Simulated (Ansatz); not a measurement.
**MgO (NiAs type): Wannier functions and tight-binding models**

Aim: build maximally localised Wannier functions for MgO (NiAs type) from several sets of trial orbitals, and check spreads and centres, and how well the models interpolate the bands. The runs, in order: PBE, anion s p, 6×6×4; PBE, anion s p, 6×6×2; PBE, anion s p, 12×12×4; PBE, anion p, 6×6×4; PBE, cation s and anion p, disentangled, 6×6×4; r2SCAN, anion s p, 6×6×4; r2SCAN, anion p, 6×6×4; r2SCAN, cation s and anion p, disentangled, 6×6×4; HSE06, anion s p, 6×6×4; HSE06, cation s and anion p, disentangled, 6×6×4 (level, trial orbitals, Wannier mesh).

Computed with Ansatz 0.2.0 (plane waves, PAW, unless a step's input says otherwise).

## Step 1: The system as given

Symmetry: P6_3/mmc, No. 194, hexagonal system. The conventional cell has a = 2.923 Å, b = 2.923 Å, c = 5.092 Å, α = 90.00°, β = 90.00°, γ = 120.00°. Around Mg (site symmetry -3m) lie 6 O at 2.11 Å. O (site symmetry -6m2) has 6 Mg at 2.11 Å as nearest neighbours.

As a file:

```cif
data_structure
_symmetry_space_group_name_H-M 'P 1'
_symmetry_Int_Tables_number 1
_cell_length_a 2.9231
_cell_length_b 2.9231
_cell_length_c 5.0921
_cell_angle_alpha 90.000
_cell_angle_beta 90.000
_cell_angle_gamma 120.000
_cell_volume 37.68
loop_
_atom_site_label
_atom_site_type_symbol
_atom_site_fract_x
_atom_site_fract_y
_atom_site_fract_z
_atom_site_occupancy
Mg1 Mg 0.00000 0.00000 0.00000 1
Mg2 Mg 0.00000 0.00000 0.50000 1
O1 O 0.33333 0.66667 0.25000 1
O2 O 0.66667 0.33333 0.75000 1
```

The cell was relaxed beforehand with r2SCAN; those runs aren't shown.

## Step 2: PBE, anion s p, 6×6×4

Input file input.yaml:

```yaml
crystal:
  lattice:
    - [2.9230552965, 0.0, 0.0]
    - [-1.4615276482, 2.5314401434, 0.0]
    - [0.0, 0.0, 5.0921016473]
  atoms:
    - { symbol: Mg, position: [0.0, 0.0, 0.0] }
    - { symbol: Mg, position: [0.0, 0.0, 0.5] }
    - { symbol: O, position: [0.3333333333, 0.6666666667, 0.25] }
    - { symbol: O, position: [0.6666666667, 0.3333333333, 0.75] }
kpoints:
  mp_grid: { grid: [9, 9, 4] }
  band_path:
    path:
      - [[0.0, 0.0, 0.0], [0.5, -1.787196808788e-17, 0.0], [0.3333333333333, 0.3333333333333, 0.0], [0.0, 0.0, 0.0], [0.0, 0.0, 0.5], [0.5, -1.787196808788e-17, 0.5], [0.3333333333333, 0.3333333333333, 0.5], [0.0, 0.0, 0.5]]
      - [[0.5, -1.787196808788e-17, 0.5], [0.5, -1.787196808788e-17, 0.0]]
      - [[0.3333333333333, 0.3333333333333, 0.5], [0.3333333333333, 0.3333333333333, 0.0]]
    npoints: 10
hamiltonian:
  xc: pbe
scf:
  occupations: { method: fixed }
  n_extra_bands: 6
output:
  forces: false
  stress: false
  eigenvalues: true
  wannier:
    kmesh: [6, 6, 4]
    projections: [{ species: O, l: s, shell: 2 }, { species: O, l: p, shell: 2 }]
    minimise: true
    write_hr: true
    conv_tol: 1.0e-08
    max_iter: 3000
```

On the command line:

```sh
$ ansatz run input.yaml --threads 4 --pin off --max-ram 3686MiB --backend cpu --events-out ev --progress --plain --runs-dir out
```

Further steps of the session: PBE, anion s p, 6×6×2; PBE, anion s p, 12×12×4; PBE, anion p, 6×6×4; PBE, cation s and anion p, disentangled, 6×6×4; r2SCAN, anion s p, 6×6×4; r2SCAN, anion p, 6×6×4; r2SCAN, cation s and anion p, disentangled, 6×6×4; HSE06, anion s p, 6×6×4; HSE06, cation s and anion p, disentangled, 6×6×4.

Before running them: what should the planned runs give, taken together? Wanted: total spread, PBE, anion s p, 6×6×4; total spread, PBE, anion s p, 6×6×2; total spread, PBE, anion s p, 12×12×4; total spread, PBE, anion p, 6×6×4; total spread, PBE, cation s and anion p, disentangled, 6×6×4; total spread, r2SCAN, anion s p, 6×6×4; total spread, r2SCAN, anion p, 6×6×4; total spread, r2SCAN, cation s and anion p, disentangled, 6×6×4; total spread, HSE06, anion s p, 6×6×4.

**Answer**, as computed:

| quantity | value |
| --- | --- |
| total spread, PBE, anion s p, 6×6×4 | 5.44 Å² over 8 functions |
| total spread, PBE, anion s p, 6×6×2 | 5.32 Å² over 8 functions |
| total spread, PBE, anion s p, 12×12×4 | 5.55 Å² over 8 functions |
| total spread, PBE, anion p, 6×6×4 | 5.38 Å² over 6 functions |
| total spread, PBE, cation s and anion p, disentangled, 6×6×4 | 8.43 Å² over 8 functions |
| total spread, r2SCAN, anion s p, 6×6×4 | 5.28 Å² over 8 functions |
| total spread, r2SCAN, anion p, 6×6×4 | 5.21 Å² over 6 functions |
| total spread, r2SCAN, cation s and anion p, disentangled, 6×6×4 | 8.38 Å² over 8 functions |
| total spread, HSE06, anion s p, 6×6×4 | 5.27 Å² over 8 functions |
| total spread, HSE06, cation s and anion p, disentangled, 6×6×4 | 8.38 Å² over 8 functions |
| centres of the first set | 0.36 Å from the nearest atom |

With PBE, anion s p, 6×6×4 the 8 functions move off the atoms, with a mean spread of 0.68 Å²; 83 % of the total is gauge invariant. The total spread goes from 5.32 Å² on 6×6×2 to 5.55 Å² on 12×12×4: finite differences in k understate it on coarse meshes, while the largest miss of a band goes from 0.10 to 0.01 eV. On one set and mesh the functional gives 5.44 (PBE), 5.28 (r2SCAN), 5.27 (HSE06) Å². The disentangled models miss some band by up to 1.5 eV, which may lie outside their frozen windows.
